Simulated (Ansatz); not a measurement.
Method: DFT PBE, scalar-relativistic, plane waves, PAW in Ansatz 0.2.0. Settings: cutoff 420 eV, Γ-centred meshes spaced at most about 0.3 Å⁻¹, and about 0.25 Å⁻¹ or finer for metals (2π included), Gaussian smearing. No spin polarisation.

Each guess is relaxed in cell and atoms at zero pressure, on a coarse mesh first where it starts far from rest and then on a converged one. The steps can't lower the symmetry of the start, but it can rise. Energies are static (0 K, no zero-point motion).

Two unrelaxed guesses for Hf4C:

Guess 1.

```yaml
crystal:
  lattice:
    - [-3.06254, 3.06254, 3.06254]
    - [3.06254, -3.06254, 3.06254]
    - [3.06254, 3.06254, -3.06254]
  atoms:
    - { symbol: Hf, position: [0.34960, 0.34960, 0.34960] }
    - { symbol: Hf, position: [0.65040, 0.00000, 0.00000] }
    - { symbol: Hf, position: [0.00000, 0.00000, 0.65040] }
    - { symbol: Hf, position: [0.00000, 0.65040, 0.00000] }
    - { symbol: C, position: [0.00000, 0.00000, 0.00000] }
```

Guess 2.

```yaml
crystal:
  lattice:
    - [0.00000, 3.34981, 4.78375]
    - [3.08188, 0.00000, 4.78375]
    - [3.08188, 3.34981, 0.00000]
  atoms:
    - { symbol: Hf, position: [0.27476, 0.72524, 0.27476] }
    - { symbol: Hf, position: [0.72524, 0.27476, 0.72524] }
    - { symbol: Hf, position: [0.75000, 0.75000, 0.75000] }
    - { symbol: Hf, position: [0.25000, 0.25000, 0.25000] }
    - { symbol: C, position: [0.00000, 0.00000, 0.00000] }
```

Problem. Where do they end, and which end is lower?

Solution. Guess 1 ends lower, by 0.48 eV/atom. Guess 1: I-43m at 23.0 Å³/atom → Im-3m at 19.2 Å³/atom; Guess 2: Fmmm at 19.8 Å³/atom → Fmmm at 21.8 Å³/atom. Counting Hf atoms around C (those within 1.25 times the shortest such distance or 1.15 times the sum of covalent radii, 1.27 where that leaves under three), the end of guess 1 has C 8 and the end of guess 2 has C 2. End of guess 1. Conventional cell: a = 5.768 Å. Hf is surrounded by 2 C at 2.50 Å and 6 Hf at 2.88 Å; around C lie 8 Hf at 2.50 Å. End of guess 2. Conventional cell: a = 5.905 Å, b = 6.988 Å, c = 10.554 Å. Around Hf on a site of symmetry m2m lie 1 C at 2.05 Å and 7 Hf at 2.89–3.04 Å; around Hf on a site of symmetry 222 lie 6 Hf at 2.95–3.04 Å, 4 C at 3.49 Å and 2 Hf at 3.49 Å; C is surrounded by 2 Hf at 2.05 Å, 4 Hf at 3.29 Å and 8 Hf at 3.49 Å.

Ends held by symmetry can be saddle points. Neither end is the lowest form computed: that has space group P-3m1 (No. 164) and lies 0.85 eV/atom below the better end. Even the lowest of the cells shown lies +0.48 eV/atom against the elements. These runs have no spin–orbit coupling, which can matter for Hf. Some structure types and database cells were kept out of the candidates from the start, so a known form may be missing.
